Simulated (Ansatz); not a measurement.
Relaxed RuO2 (rutile):

```xyz
6
Lattice="4.5234 0.0000 0.0000 0.0000 4.5234 0.0000 0.0000 0.0000 3.1190" Properties=species:S:1:pos:R:3 pbc="T T T"
Ru     2.2617     2.2617     1.5595
Ru     0.0000     0.0000     0.0000
O      3.6444     3.6444     1.5595
O      1.3827     3.1407     0.0000
O      3.1407     1.3827     0.0000
O      0.8790     0.8790     1.5595
```

In this cell atom 1 (Ru, nearest neighbour O at 1.955 Å; its periodic images, 3.1 Å or more away, move with it) is moved by s along Cartesian x, unit vector (1.000, 0.000, 0.000); all other atoms and the cell stay fixed.

These are PBE (plane waves to 420 eV, PAW, scalar-relativistic; Ansatz, an electronic-structure program) values and carry that method's errors. k mesh 8×8×12 (Γ-centred), Fermi-Dirac smearing 0.05 eV. Energies are smeared free energies. With partly filled bands, energies and forces of such displacements shift with the k mesh and the smearing. F∥ is the force on the atom along that direction. RuO2 is run without spin polarisation and with no Hubbard U. RuO2 was relaxed with its symmetry unable to fall. ΔE is measured from the undisplaced structure.

Q: Estimate the ΔE (eV/cell) and F∥ (eV/Å) for s (Å) = -0.472, -0.354, -0.236, 0.118, 0.590.

A: 
| s (Å) | ΔE (eV/cell) | F∥ (eV/Å) |
|---|---|---|
| -0.472 | 2.871 | 11.709 |
| -0.354 | 1.630 | 9.185 |
| -0.236 | 0.722 | 6.165 |
| 0.118 | 0.179 | -3.048 |
| 0.590 | 4.353 | -13.205 |

(A displaced cell: forces are minus the slopes of the energy, force constants its curvatures, and phonons follow from these.)
